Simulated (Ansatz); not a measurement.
# NaCl: response to strain

NaCl is deformed so: equal xx and yy strain of -2 %. What stress and forces result, by LAPW, PAW and all-electron datasets made for the crystal?

Method: DFT PBEsol, scalar-relativistic, in Ansatz 0.2.0.

### 1 The system as given

The structure is cubic, space group Pm-3m (No. 221). Conventional cell: a = 2.860 Å, b = 2.860 Å, c = 2.860 Å, α = 90.00°, β = 90.00°, γ = 90.00°. Na (site symmetry m-3m) has 8 Cl at 2.48 Å as nearest neighbours. Cl (site symmetry m-3m) has 8 Na at 2.48 Å as nearest neighbours.

As a file:

```cif
data_structure
_symmetry_space_group_name_H-M 'P 1'
_symmetry_Int_Tables_number 1
_cell_length_a 2.8600
_cell_length_b 2.8600
_cell_length_c 2.8600
_cell_angle_alpha 90.000
_cell_angle_beta 90.000
_cell_angle_gamma 90.000
_cell_volume 23.39
loop_
_atom_site_label
_atom_site_type_symbol
_atom_site_fract_x
_atom_site_fract_y
_atom_site_fract_z
_atom_site_occupancy
Na1 Na 0.00000 0.00000 0.00000 1
Cl1 Cl 0.50000 0.50000 0.50000 1
```

Atoms are numbered in the order of the input: Na1, Cl2.

### 2 After the deformation

Space group Pm-3m before, P4/mmm after.

### 3 LAPW, all electrons

input.yaml reads:

```yaml
crystal:
  lattice:
    - [2.8028, 0.0, 0.0]
    - [0.0, 2.8028, 0.0]
    - [0.0, 0.0, 2.86]
  atoms:
    - { symbol: Na, position: [0.0, 0.0, 0.0] }
    - { symbol: Cl, position: [0.5, 0.5, 0.5] }
kpoints:
  mp_grid: { grid: [8, 8, 8] }
  band_path:
    path:
      - [0.0, 0.0, 0.0]
      - [0.0, 0.5, 0.0]
      - [0.5, 0.5, 0.0]
      - [0.0, 0.0, 0.0]
      - [0.0, 0.0, 0.5]
      - [0.0, 0.5, 0.5]
      - [0.5, 0.5, 0.5]
      - [0.0, 0.0, 0.5]
      - [0.0, 0.5, 0.0]
    npoints: 5
scf:
  occupations: { method: fermi_dirac, width: 0.02 }
hamiltonian:
  xc: pbesol
  pseudopotentials: { kind: all_electron, lapw: { basis_error: 0.00025 } }
output:
  forces: true
  stress: true
  eigenvalues: true
```

On the command line:

```
> ansatz run input.yaml --threads 1 --pin off --max-ram 3072MiB --backend cpu --events-out ev --progress --plain --runs-dir out
```

### 4 PAW on the default files

input.yaml reads:

```yaml
crystal:
  lattice:
    - [2.8028, 0.0, 0.0]
    - [0.0, 2.8028, 0.0]
    - [0.0, 0.0, 2.86]
  atoms:
    - { symbol: Na, position: [0.0, 0.0, 0.0] }
    - { symbol: Cl, position: [0.5, 0.5, 0.5] }
kpoints:
  mp_grid: { grid: [8, 8, 8] }
scf:
  occupations: { method: fermi_dirac, width: 0.02 }
hamiltonian:
  xc: pbesol
  pseudopotentials: { kind: paw }
output:
  forces: true
  stress: true
  eigenvalues: true
  efg: { contact_densities: true }
```

### 5 All-electron PAW on datasets made for the crystal

Changes to input.yaml since step 4:

```diff
@@ -14,3 +14,3 @@
   xc: pbesol
-  pseudopotentials: { kind: paw }
+  pseudopotentials: { kind: all_electron, datasets: crystal }
 output:
```

(Steps that only read results are left out.)

**Question.** What will these runs give? Wanted: pressure; largest shear or deviatoric stress.

**Answer**, as computed:

| quantity | value |
| --- | --- |
| pressure | LAPW 69.99, PAW 69.96, crystal datasets 70.00 GPa |
| largest shear or deviatoric stress (LAPW) | 3.69 GPa |

In words: The largest part of the stress beyond the pressure is 3.69 GPa in size, in the zz component; the atoms are carried along and not relaxed. No run of the undeformed cell stands beside it, so the pressure holds what the given cell had before the change. PAW: stress within 0.03 GPa of LAPW. Crystal datasets: stress within 0.01 GPa of LAPW.
